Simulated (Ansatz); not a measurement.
`[F][Ge]([F])([F])[c]1ccccc1` and `Oc1ccccc1` differ in one atom or group.

Ansatz, PBE0-D4/def2-TZVP geometries, multiplicity 1. Each molecule was computed in one conformer, which needn't be the lowest.

Scalar relativity is left out up to krypton.

| property | `[F][Ge]([F])([F])[c]1ccccc1` |
| --- | --- |
| size of the dipole moment (ωB97M-V/def2-TZVPP) / D | 4.67 |
| HOMO–LUMO gap (PBE0/def2-TZVPP) / eV | 6.68 |
| LUMO energy (B3LYP/def2-TZVPP) / eV | -1.64 |
| HOMO–LUMO gap (PBE/def2-TZVPP) / eV | 4.83 |
| HOMO–LUMO gap (B3LYP/def2-TZVPP) / eV | 6.28 |
| HOMO energy (PBE/def2-TZVPP) / eV | -7.14 |

Question: Give the same properties after the change, and the shifts. (Estimate.)

Answer: The calculation gave: 
| property | `Oc1ccccc1` | shift |
| --- | --- | --- |
| size of the dipole moment (ωB97M-V/def2-TZVPP) / D | 1.30 | -3.37 |
| HOMO–LUMO gap (PBE0/def2-TZVPP) / eV | 6.28 | -0.40 |
| LUMO energy (B3LYP/def2-TZVPP) / eV | -0.45 | 1.19 |
| HOMO–LUMO gap (PBE/def2-TZVPP) / eV | 4.34 | -0.49 |
| HOMO–LUMO gap (B3LYP/def2-TZVPP) / eV | 5.88 | -0.40 |
| HOMO energy (PBE/def2-TZVPP) / eV | -5.48 | 1.66 |

With PBE0 the HOMO rises by 1.62 eV and the LUMO rises by 1.21 eV, so the gap narrows by about 0.41 eV. PBE moves the HOMO by 1.66 eV and ωB97M-V by 1.62 eV. Dipoles are sizes alone; their direction can turn.

B3LYP here is the variant with VWN-RPA as its local correlation; programs differ in this.

Positive LUMOs are unbound, so they and the gaps depend on the basis.
